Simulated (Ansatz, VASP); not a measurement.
**One calculation of MgS, two programs**

The input POSCAR:

```
MgS
1.0
    3.6454348051      0.0000000000      0.0000000000
   -1.8227174025      3.1570391490      0.0000000000
    0.0000000000      0.0000000000      6.1473560890
Mg S
2 2
Direct
    0.0000000000      0.0000000000      0.0000000000
    0.0000000000      0.0000000000      0.5000000000
    0.3333333333      0.6666666667      0.2500000000
    0.6666666667      0.3333333333      0.7500000000
```

Contents of INCAR.step1:

```
PREC = Accurate
ENCUT = 520
ISMEAR = 0
SIGMA = 0.01
LREAL = F
LASPH = T
NELM = 60
NBANDS = 16
GGA = PE
ALGO = Normal
EDIFF = 1E-4
LWAVE = T
LCHARG = F
```

INCAR.step2

```
PREC = Accurate
ENCUT = 520
EDIFF = 1E-6
ISMEAR = 0
SIGMA = 0.01
LREAL = F
LASPH = T
NELM = 60
ALGO = Normal
ISIF = 2
LWAVE = F
LCHARG = F
METAGGA = R2SCAN
LMIXTAU = T
NBANDS = 16
ISTART = 1
```

Contents of KPOINTS:

```
Automatic mesh
0
Gamma
  12 12 4
```

Input for Ansatz:

```yaml
crystal:
  lattice:
    - [3.6454348051, 0.0, 0.0]
    - [-1.8227174025, 3.157039149, 0.0]
    - [0.0, 0.0, 6.147356089]
  atoms:
    - { symbol: Mg, position: [0.0, 0.0, 0.0] }
    - { symbol: Mg, position: [0.0, 0.0, 0.5] }
    - { symbol: S, position: [0.3333333333, 0.6666666667, 0.25] }
    - { symbol: S, position: [0.6666666667, 0.3333333333, 0.75] }
kpoints:
  mp_grid: { grid: [12, 12, 4] }
  band_path:
    path:
      - [0.0, 0.0, 0.0]
      - [0.5, 0.0, 0.0]
      - [0.3333333333, 0.3333333333, 0.0]
      - [0.0, 0.0, 0.5]
      - [0.5, 0.0, 0.5]
      - [0.3333333333, 0.3333333333, 0.5]
    npoints: 1
hamiltonian:
  xc: r2scan
scf:
  occupations: { method: fixed }
  n_extra_bands: 5
output:
  forces: true
  stress: true
  eigenvalues: true
```

Alike in both runs: task single point; functional r2SCAN; k mesh 12 × 12 × 4; no spin polarisation.

```csv
,VASP,Ansatz
version,VASP 6.6.1,Ansatz 0.2.0
potentials or method,"VASP PAW PBE potentials, release 64 (Mg, S)","plane waves, PAW"
plane-wave cutoff (eV),520,500
occupations,"gaussian, width 0.01 eV",fixed
valence electrons in the cell,16,32
```

VASP gave:

```
gap on the k mesh at the Fermi level (eV)       : 4.05
pressure (GPa)                                  : -0.5
largest component of the traceless stress (GPa) : 0.06
```

Q: Which values does Ansatz return?

A: gap on the k mesh at the Fermi level (eV): 4.07; pressure (GPa): 0.0; largest component of the traceless stress (GPa): 0.00.

The two sets of potentials don't hold the same shells in valence.

Caveats: the PAW data sets were made with another functional, which shifts forces and pressure a little (VASP). r2SCAN opens gaps a little over a GGA but as a rule still falls short of measured ones. A k mesh can miss the band edges.
